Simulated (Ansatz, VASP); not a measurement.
This is a calculation of TaN for Ansatz 0.2.0.

The input input.yaml:

```yaml
crystal:
  lattice:
    - [3.05000204, 0.0, 0.0]
    - [-1.52500102, 2.64137925, 0.0]
    - [0.0, 0.0, 4.94000153]
  atoms:
    - { symbol: Ta, position: [0.3333333333, 0.6666666667, 0.0] }
    - { symbol: Ta, position: [0.6666666667, 0.3333333333, 0.5] }
    - { symbol: "N", position: [0.3333333333, 0.6666666667, 0.385] }
    - { symbol: "N", position: [0.6666666667, 0.3333333333, 0.885] }
hamiltonian:
  xc: pbe
  pseudopotentials: { kind: paw }
kpoints:
  mp_grid: { grid: [10, 10, 6] }
scf:
  occupations: { method: fermi_dirac, width: 0.05 }
output:
  forces: true
  stress: true
  eigenvalues: true
```

Potentials or basis: Ansatz PAW.

The run is started by

```bash
$ ansatz run input.yaml --threads 1 --pin off --max-ram 3584MiB --backend cpu --events-out ev --progress --plain --runs-dir out
```

Problem. Translate it to VASP 6.6.1. Potentials there: VASP PAW PBE potentials, release 64 (Ta_pv, N).

Solution. As run (the cutoff follows the program's own potentials):

Contents of INCAR:

```
PREC = Accurate
ENCUT = 520
EDIFF = 1E-6
ISMEAR = -1
SIGMA = 0.05
LREAL = False
LASPH = True
NELM = 100
ALGO = Normal
ISIF = 2
LWAVE = False
LCHARG = False
GGA = PE
NBANDS = 24
```

File KPOINTS:

```
Automatic mesh
0
Gamma
  10 10 6
```

File POSCAR:

```
TaN
1.0
    3.0500020400      0.0000000000      0.0000000000
   -1.5250010200      2.6413792500      0.0000000000
    0.0000000000      0.0000000000      4.9400015300
Ta N
2 2
Direct
    0.3333333333      0.6666666667      0.0000000000
    0.6666666667      0.3333333333      0.5000000000
    0.3333333333      0.6666666667      0.3850000000
    0.6666666667      0.3333333333      0.8850000000
```

Potentials or basis: VASP PAW PBE potentials, release 64 (Ta_pv, N).

Launch:

```console
$ cat potpaw_PBE.64/Ta_pv/POTCAR potpaw_PBE.64/N/POTCAR > POTCAR
$ mpirun -np 1 vasp_std > vasp.out
```

Both were run:

|  | VASP | Ansatz | Ansatz less VASP |
| --- | --- | --- | --- |
| gap on the k mesh at the Fermi level (eV) | none | none | - |
| rms of the force components (eV/Å) | 1.407 | 1.381 | -0.0262 |

Atom by atom the forces differ by 0.026 eV/Å (rms over components). A gap of «none» marks a metal or a gap that the smearing closes. With one functional, cell and mesh, what is left measures potentials, basis and numerics. The two sets of potentials don't hold the same shells in valence.

Caveats: forces of over 1 eV/Å show positions far from the minimum, so gaps and moduli don't describe the material at rest. Spin-orbit coupling is left out, which matters for the levels of Ta.
